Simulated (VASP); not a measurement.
## BN: relaxation of the atoms with BLYP+D4

The system is BN.

```
N B
1.0
     0.00000    1.68304    1.68304
     1.68304    0.00000    1.68304
     1.68304    1.68304    0.00000
N B
1 1
Direct
  0.75000 0.75000 0.75000
  0.00000 0.00000 0.00000
```

The cell is a database's computed one.

The cell isn't the ideal one: volume scaled by 0.8.

| Quantity | Value |
| --- | --- |
| Program | VASP 6.6.1 |
| Task | relaxation of the atoms |
| Functional | BLYP |
| Dispersion | D4 |
| Potentials or basis | VASP PAW PBE potentials, release 64 (N, B) |
| Cutoff | 520 eV |
| k mesh | 13 × 13 × 13 |
| Occupations | gaussian, width 0.1 eV |
| Spin | no spin polarisation |
| Optimiser | BFGS |
| Further INCAR settings | ALGO = Fast; EDIFF = 1.00e-06 |

* Pressure after relaxing: 116.9 GPa
* Band gap on the k mesh: 5.24 eV, indirect (least direct gap 10.01 eV)
* Dispersion energy per atom: -0.543 eV

Final structure:
```
N B
1.0
     0.00000    1.68304    1.68304
     1.68304    0.00000    1.68304
     1.68304    1.68304    0.00000
N B
1 1
Cartesian
  2.5246 2.5246 2.5246
  0.0000 0.0000 0.0000
```

Levels at points of the mesh, in eV from the valence-band top:
```tsv
k point	band 2	band 3	band 4	band 5	band 6	band 7
(0.00, 0.00, 0.00)	0.00	0.00	0.00	10.01	10.01	10.01
```

Run time: 16 s on 1 thread of Intel(R) Xeon(R) Platinum 8488C (Sapphire Rapids) (shared host), peak memory 0.11 GiB.

Caveat: the relaxation stopped at its first step, so nothing moved; the PAW data sets were made with another functional, which shifts forces and pressure a little; an odd mesh through Γ misses points on the zone boundary, where band edges often lie.
